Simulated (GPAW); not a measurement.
## Ga2O3: single point with PBE

Crystal: Ga2O3.

```
Ga O
1.0
     2.68302   -1.54994    0.00000
     2.68302    1.54994    0.00000
    -0.02214    0.00000    7.68807
Ga O
2 3
Cartesian
  3.5715 0.0000 2.3862
  1.7724 0.0000 5.3019
  -0.0111 0.0000 3.8440
  3.5673 0.0000 6.3323
  1.7766 0.0000 1.3558
```

The cell was built by a generator and needn't be a form met in nature.

| Item | Value |
| --- | --- |
| Program | GPAW 26.7.0 |
| Task | single point |
| Functional | PBE |
| Potentials or basis | GPAW PAW data sets (gpaw-data 1.2.1) |
| Cutoff | 650 eV |
| Basis | pw |
| k mesh | 8 × 8 × 3 |
| Occupations | fermi-dirac, width 0.05 eV |
| Spin | no spin polarisation |
| Maxiter | 120 |
| Convergence | default |

The pressure is -20.5 GPa and the largest force is 3.395 eV/Å. The band gap on the k mesh is 1.45 eV, direct.

Forces on the atoms (eV/Å):
```
Ga  -0.027  0.000 -2.601
Ga   0.027  0.000  2.601
O    0.000  0.000  0.000
O   -0.031  0.000 -3.395
O    0.031  0.000  3.395
```

Stress tensor (GPa, compression positive):
```
-18.56   0.00  -0.17
  0.00 -18.47   0.00
 -0.17   0.00 -24.51
```

Levels at points of the mesh, in eV from the valence-band top:
```tsv
k point	band 8	band 9	band 10	band 11	band 12	band 13	band 14	band 15	band 16	band 17
(0.00, 0.00, 0.00)	-0.13	-0.09	-0.06	-0.02	0.00	1.45	4.49	5.77	9.52	11.39
(0.50, 0.00, 0.00)	-2.06	-1.11	-0.78	-0.52	-0.45	2.83	5.68	6.30	8.44	10.40
(0.50, 0.50, 0.00)	-2.05	-1.10	-0.79	-0.53	-0.46	2.83	5.68	6.30	8.43	10.40
```

It took 59 s on 1 thread of Arm Neoverse V1 (shared host), peak memory 0.23 GiB.

Caveat: the cutoff is short for stress and forces, so pressures can be off by a GPa or more; so large a pressure means that the cell lies far from this level's equilibrium, or that cutoff or potentials fall short. A hybrid or GW would open this gap; PBE tends to underestimate it.
